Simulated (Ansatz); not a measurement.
Crystal: BP.

```
P B
1.0
     0.00000    2.26900    2.26900
     2.26900    0.00000    2.26900
     2.26900    2.26900    0.00000
P B
1 1
Direct
  0.75000 0.75000 0.75000
  0.00000 0.00000 0.00000
```

Base run:

```yaml
Program: Ansatz 0.2.0
Functional: PBEsol
Potentials_or_basis: all-electron LAPW, scalar-relativistic
Cutoff: 281 eV
Density_cutoff: 1124 eV
Basis_error_allowed: 0.001 eV/atom
k_mesh: 10 × 10 × 10
Occupations: fermi-dirac, width 0.05 eV
Spin: no spin polarisation
```

Its results: band gap on the k mesh 1.14 eV, indirect (least direct gap 3.37 eV); pressure -2.0 GPa.

**Question.** After a change of settings the same cell gave: band gap on the k mesh 1.26 eV, indirect (least direct gap 3.41 eV); pressure 3.2 GPa. Which change was it?
A. potentials or basis from all-electron LAPW, scalar-relativistic to all-electron PAW datasets made for the crystal; k mesh from 10 × 10 × 10 to 8 × 8 × 8
B. functional from PBEsol to revPBE
C. functional from PBEsol to BLYP; dispersion from none to D3(BJ)
D. functional from PBEsol to BLYP

**Answer.** B.

revPBE binds less tightly than PBEsol, so the same cell stands under more pressure.

Not every run made on this cell is shown here.
